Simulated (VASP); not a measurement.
# GaSb (F-43m) in VASP: further runs, part 2 of 2

VASP 6.6.1. Earlier steps stand in the parts before.

## 3. Single point, revPBE+D3(BJ)

INCAR

```
PREC = Accurate ; ENCUT = 520
EDIFF = 1E-6 ; ISMEAR = -1
SIGMA = 0.05 ; LREAL = False
LASPH = True ; NELM = 60
ALGO = Normal ; ISIF = 2
LWAVE = False ; LCHARG = False
GGA = RE ; IVDW = 12
NBANDS = 16
```

KPOINTS

```
regular mesh
0
Gamma
  8 8 8
```

POSCAR

```
GaSb
1.0
    0.0000000000      3.0792588685      3.0792588685
    3.0792588685      0.0000000000      3.0792588685
    3.0792588685      3.0792588685      0.0000000000
Sb Ga
1 1
Direct
    0.7500000000      0.7500000000      0.7500000000
    0.0000000000      0.0000000000      0.0000000000
```

Potentials or basis: VASP PAW PBE potentials, release 64 (Sb, Ga_d).

Launch:

```console
> cat potpaw_PBE.64/Sb/POTCAR potpaw_PBE.64/Ga_d/POTCAR > POTCAR
> mpirun -np 1 vasp_std > vasp.out
```

OUTCAR:

```text
PREC = Accurate
   ENCUT = 520
   EDIFF = 1E-6
   ISMEAR = -1
   LREAL = False
   LASPH = True
   NELM = 60
   ISIF = 2
   GGA = RE
   IVDW = 12
 IVDW          = 12

 ion  position               nearest neighbor table
   1  0.750  0.750  0.750-   2 2.67   2 2.67   2 2.67   2 2.67
   2  0.000  0.000  0.000-   1 2.67   1 2.67   1 2.67   1 2.67

  LATTYP: Found a face centered cubic cell.
 ALAT       =     6.1585177370

  Lattice vectors:

 A1 = (   0.0000000000,   3.0792588685,   3.0792588685)
 A2 = (   3.0792588685,   0.0000000000,   3.0792588685)
 A3 = (   3.0792588685,   3.0792588685,   0.0000000000)

Analysis of symmetry for initial positions (statically):
=====================================================================
 Subroutine PRICEL returns:
 Original cell was already a primitive cell.

 Routine SETGRP: Setting up the symmetry group for a
 face centered cubic supercell.

 Subroutine GETGRP returns: Found 24 space group operations
 (whereof 24 operations were pure point group operations)
 out of a pool of 48 trial point group operations.

The static configuration has the point symmetry T_d .

Analysis of symmetry for dynamics (positions and initial velocities):
[... 161 lines left out ...]
 cond. band min:       5.1724248983   @ k =   0.5000   0.0000   0.0000
 fundamental gap:      0.4223691594
 Fermi energy:         4.8014564324

 k-point     1 :       0.0000    0.0000    0.0000
  band No.  band energies     occupation
      1     -10.2493      2.00000
      2     -10.2493      2.00000
      3     -10.2493      2.00000
      4     -10.2027      2.00000
      5     -10.2027      2.00000
      6      -6.5655      2.00000
[... 433 lines left out ...]
      3     -10.2337      2.00000
      4     -10.2055      2.00000
      5     -10.2025      2.00000
      6      -4.6521      2.00000
[... 8 lines left out ...]
     15      14.4515      0.00000
     16      14.8843      0.00000

 [... further k-points ...]

------------------------ aborting loop because EDIFF is reached ----------------------------------------

 Edisp (eV)   -1.22752

 E8    (eV) :    -0.8875

  FORCE on cell =-STRESS in cart. coord.  units (eV):
  Direction    XX          YY          ZZ          XY          YZ          ZX
  --------------------------------------------------------------------------------------
  -------------------------------------------------------------------------------------
  Total      -0.46944    -0.46944    -0.46944    -0.00000     0.00000    -0.00000
  in kB     -12.88006   -12.88006   -12.88006    -0.00000     0.00000    -0.00000
  external pressure =      -12.88 kB  Pullay stress =        0.00 kB

 VOLUME and BASIS-vectors are now :
 -----------------------------------------------------------------------------
  energy-cutoff  :      520.00
  volume of cell :       58.39
      direct lattice vectors                 reciprocal lattice vectors
     0.000000000  3.079258869  3.079258869    -0.162376735  0.162376735  0.162376735
     3.079258869  0.000000000  3.079258869     0.162376735 -0.162376735  0.162376735
     3.079258869  3.079258869  0.000000000     0.162376735  0.162376735 -0.162376735

 POSITION                                       TOTAL-FORCE (eV/Angst)
 -----------------------------------------------------------------------------------
      4.61889      4.61889      4.61889        -0.000000     -0.000000     -0.000000
      0.00000      0.00000      0.00000         0.000000      0.000000      0.000000
 -----------------------------------------------------------------------------------
    total drift:                               -0.000002     -0.000002     -0.000002

  FREE ENERGIE OF THE ION-ELECTRON SYSTEM (eV)
  ---------------------------------------------------
  free  energy   TOTEN  =        -8.0069079361 eV

  energy  without entropy=       -8.0064021948  energy(sigma->0) =       -8.00665507
```

OSZICAR:

```text
N       E                     dE             d eps       ncg     rms          rms(c)
DAV:   1     0.837843514971E+02    0.83784E+02   -0.85816E+03   936   0.138E+03
DAV:   2    -0.203566762735E+00   -0.83988E+02   -0.80667E+02  1072   0.303E+02
DAV:   3    -0.668663908714E+01   -0.64831E+01   -0.64670E+01  1096   0.656E+01
DAV:   4    -0.680296134967E+01   -0.11632E+00   -0.11631E+00  1192   0.977E+00
DAV:   5    -0.680564951446E+01   -0.26882E-02   -0.26881E-02  1136   0.133E+00    0.316E+00
DAV:   6    -0.677904040270E+01    0.26609E-01   -0.57008E-02  1392   0.367E+00    0.192E+00
DAV:   7    -0.677613604233E+01    0.29044E-02   -0.36792E-02  1064   0.158E+00    0.347E-01
DAV:   8    -0.677833861033E+01   -0.22026E-02   -0.48584E-03  1192   0.758E-01    0.763E-02
DAV:   9    -0.677924129357E+01   -0.90268E-03   -0.11700E-03  1072   0.228E-01    0.333E-02
DAV:  10    -0.677935828512E+01   -0.11699E-03   -0.14346E-04  1192   0.642E-02    0.952E-03
DAV:  11    -0.677938409697E+01   -0.25812E-04   -0.47632E-05  1064   0.509E-02    0.645E-03
DAV:  12    -0.677938711117E+01   -0.30142E-05   -0.72085E-06  1176   0.154E-02    0.252E-03
DAV:  13    -0.677938669833E+01    0.41284E-06   -0.25267E-07   792   0.279E-03
   1 F= -.80069079E+01 E0= -.80066551E+01  d E =-.505741E-03
```

stdout:

```text
POSCAR found type information on POSCAR SbGa
 POSCAR found :  2 types and       2 ions
 scaLAPACK will be used
 -----------------------------------------------------------------------------
|                                                                             |
|                                                                             |
|     You enforced a specific xc type in the INCAR file but a different       |
|     I HOPE YOU KNOW WHAT YOU ARE DOING!                                     |
|                                                                             |
 -----------------------------------------------------------------------------

 LDA part: xc-table for (Slater+PW92), standard interpolation
 POSCAR, INCAR and KPOINTS ok, starting setup
 FFT: planning ... GRIDC
 FFT: planning ... GRID_SOFT
 FFT: planning ... GRID
 WAVECAR not read
 entering main loop
```

Run time: 9.7 s. Hardware: 1 thread of AMD EPYC 9R45 (Zen 5), shared host; peak memory 0.16 GiB.

Results:

- Free energy: -8.0069 eV
- Pressure: -1.3 GPa
- Band gap on the k mesh: zero (filled and empty bands touch)
- Dispersion energy per atom: -0.614 eV

Caveat: the PAW data sets were made with another functional, which shifts forces and pressure a little; spin-orbit coupling is left out, which moves the levels of the heavy elements; pairwise dispersion overbinds metals, which lowers pressure and volume.

## 4. Single point, BLYP+D4

INCAR

```
  AGGAC = 1.0
  AGGAX = 1.0
  ALDAC = 0.0
  ALDAX = 1.0
  ALGO = Normal
  EDIFF = 1E-7
  ENCUT = 520
  GGA = B5
  ISIF = 2
  ISMEAR = -1
  IVDW = 13
  LASPH = T
  LCHARG = F
  LREAL = F
  LWAVE = F
  NBANDS = 16
  NELM = 60
  PREC = Accurate
  SIGMA = 0.05
  VDW_A1 = 0.44488865
  VDW_A2 = 4.0933009
  VDW_S6 = 1.0
  VDW_S8 = 2.34076671
```

KPOINTS

```
k-points
0
Gamma
  8 8 8
```

POSCAR is that of step 3.

Launch:

```console
> cat potpaw_PBE.64/Sb/POTCAR potpaw_PBE.64/Ga_d/POTCAR > POTCAR
> mpirun -np 1 vasp_std > vasp.out
```

Run time: 19 s. Hardware: 1 thread of AMD EPYC 9R45 (Zen 5), shared host; peak memory 0.16 GiB.

Results (log left out):

```
Free energy                : -7.6011 eV
Pressure                   : -0.4 GPa
Band gap on the k mesh     : zero (filled and empty bands touch)
Dispersion energy per atom : -0.778 eV
```

Levels at points of the mesh, in eV from the Fermi level:
```
           k point  band 7  band 8  band 9  band 10  band 11  band 12
(0.00, 0.00, 0.00)   -0.29   -0.04   -0.04    -0.04     2.77     2.77
(0.50, 0.00, 0.00)   -6.31   -1.16   -1.16     0.31     3.77     3.77
(0.50, 0.50, 0.00)   -6.80   -2.52   -2.52     0.96     1.40     8.45
```

Caveat: the PAW data sets were made with another functional, which shifts forces and pressure a little; spin-orbit coupling is left out, which moves the levels of the heavy elements; pairwise dispersion overbinds metals, which lowers pressure and volume.

## 5. Single point, RPBE

This run uses another cell than the first one, of 29.77 Å³/atom, 1.020 times its volume.

INCAR

```
SYSTEM = GaSb
ALGO = Normal ; EDIFF = 1E-6
ENCUT = 520 ; GGA = RP
ISIF = 2 ; ISMEAR = -1
LASPH = .TRUE. ; LCHARG = .FALSE.
LREAL = .FALSE. ; LWAVE = .FALSE.
NBANDS = 16 ; NELM = 60
PREC = Accurate ; SIGMA = 0.05
```

KPOINTS

```
k-points
0
G
  8 8 8
  0 0 0
```

POSCAR

```
GaSb
1.0
    0.0000000000      3.0992546163      3.0992546163
    3.0992546163      0.0000000000      3.0992546163
    3.0992546163      3.0992546163      0.0000000000
Sb Ga
1 1
Direct
    0.7500000000      0.7500000000      0.7500000000
    0.0000000000      0.0000000000      0.0000000000
```

Launch:

```console
> cat potpaw_PBE.64/Sb/POTCAR potpaw_PBE.64/Ga_d/POTCAR > POTCAR
> mpirun -np 1 vasp_std > vasp.out
```

Wall time 15 s (1 thread of AMD EPYC 9R45 (Zen 5), shared host); peak memory 0.18 GiB.

It converged, with:

```yaml
Free_energy: -6.6926 eV
Pressure: 1.9 GPa
Band_gap_on_the_k_mesh: zero (filled and empty bands touch)
```

Levels at points of the mesh, in eV from the Fermi level:
```csv
k point,band 7,band 8,band 9,band 10,band 11,band 12
"(0.00, 0.00, 0.00)",-0.19,-0.04,-0.04,-0.04,2.76,2.76
"(0.50, 0.00, 0.00)",-6.18,-1.13,-1.13,0.36,3.73,3.73
"(0.50, 0.50, 0.00)",-6.64,-2.47,-2.47,0.98,1.38,8.42
```

Caveat: the PAW data sets were made with another functional, which shifts forces and pressure a little; spin-orbit coupling is left out, which moves the levels of the heavy elements.

## 6. Summary

| level | cell | gap on the mesh (eV) | pressure (GPa) |
| --- | --- | --- | --- |
| RPBE | a = 4.355 Å, angles 60.0°, 2 atoms | none | 2.9 |
| revPBE+D3(BJ) | a = 4.355 Å, angles 60.0°, 2 atoms | none | -1.3 |
| BLYP+D4 | a = 4.355 Å, angles 60.0°, 2 atoms | none | -0.4 |
| RPBE | a = 4.383 Å, angles 60.0°, 2 atoms | none | 1.9 |

Alike in all rows: task single point; potentials or basis VASP PAW PBE potentials, release 64 (Sb, Ga_d); no spin polarisation; k mesh 8 × 8 × 8; cutoff (eV) 520; smearing fermi-dirac 0.05 eV.

Every run on the cell as given and a fine mesh finds a metal. The pressure there spans -1.3 GPa (revPBE+D3(BJ)) to 2.9 GPa (RPBE); a positive pressure means that this level wants a larger cell, a negative one a smaller.

Caveats: the PAW data sets were made with another functional, which shifts forces and pressure a little; spin-orbit coupling is left out, which moves the levels of the heavy elements; pairwise dispersion overbinds metals, which lowers pressure and volume (some runs).

Absolute energies hang on the potentials; compare differences alone.

## 7. Against experiment

Step 2. A measured gap of GaSb is 0.811 eV (direct; 4.2 K; a printed reference work, data compilation); the calculated 0.00 eV misses it by -0.81 eV. Spin-orbit coupling on Ga, Sb is left out. The value is that of RPBE on a finite k mesh, which can miss the band edges, without temperature or zero-point motion. Semilocal functionals fall short of measured gaps as a rule.

Step 3. Against the measured gap of GaSb, 0.811 eV (direct; 4.2 K; a printed reference work, data compilation), the calculated 0.00 eV is off by -0.81 eV. Spin-orbit coupling on Ga, Sb is left out. The value is that of revPBE+D3(BJ) on a finite k mesh, which can miss the band edges, without temperature or zero-point motion. Semilocal functionals fall short of measured gaps as a rule.

Step 4. Against the measured gap of GaSb, 0.811 eV (direct; 4.2 K; a printed reference work, data compilation), the calculated 0.00 eV is off by -0.81 eV. Spin-orbit coupling on Ga, Sb is left out. The value is that of BLYP+D4 on a finite k mesh, which can miss the band edges, without temperature or zero-point motion. Semilocal functionals fall short of measured gaps as a rule.

Step 5. Measured gap of GaSb: 0.811 eV (direct; 4.2 K; a printed reference work, data compilation). This calculation gives 0.00 eV (-0.81 eV). Spin-orbit coupling on Ga, Sb is left out. The value is that of RPBE on a finite k mesh, which can miss the band edges, without temperature or zero-point motion. Semilocal functionals fall short of measured gaps as a rule.
